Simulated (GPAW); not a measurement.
Here is a GPAW 26.7.0 calculation.

run.py

```python
from ase.filters import FrechetCellFilter
from ase.io import read, write
from ase.optimize import BFGS
from gpaw import GPAW, PW

atoms = read('Bi.xyz')

calc = GPAW(mode=PW(600),
            xc='PBE',
            kpts={'size': (9, 9, 9), 'gamma': True},
            occupations={'name': 'fermi-dirac', 'width': 0.05},
            nbands=15,
            convergence={'density': 1e-05, 'forces': 0.0001},
            maxiter=150,
            txt='gpaw.txt')
atoms.calc = calc
opt = BFGS(FrechetCellFilter(atoms), trajectory='relax.traj', logfile='-')
done = opt.run(fmax=0.01, steps=60)
calc.write('gs.gpw')
write('result.traj', atoms)
print('Converged:', done)
print('Cell:', atoms.cell.cellpar().round(4))
print('Volume:', round(atoms.get_volume(), 4))
print(atoms.get_scaled_positions().round(5))
```

Contents of Bi.xyz:

```xyz
1
Lattice="-1.9814305318 1.9814305318 1.9814305318 1.9814305318 -1.9814305318 1.9814305318 1.9814305318 1.9814305318 -1.9814305318" Properties=species:S:1:pos:R:3 pbc="T T T"
Bi     0.0000000000      0.0000000000      0.0000000000
```

Potentials or basis: GPAW PAW data sets (gpaw-data 1.2.1), pw.

Command:

```sh
$ OMP_NUM_THREADS=1 python run.py
```

(1) What does it give for the band gap on the k mesh?

(2) Predict the space group after relaxing (to 0.05 Å).

(3) What does it give for the relaxed volume?

(4) Predict the relaxed cell.

Answers

(1) none (metal or under the smearing width).

(2) Im-3m (No. 229).

(3) 31.54 Å³/atom.

(4) a = 3.447 Å, b = 3.447 Å, c = 3.447 Å, α = 109.47°, β = 109.47°, γ = 109.47°.

Caveat: later steps reuse the first step's grids; spin-orbit coupling is left out, which moves the levels of the heavy elements.
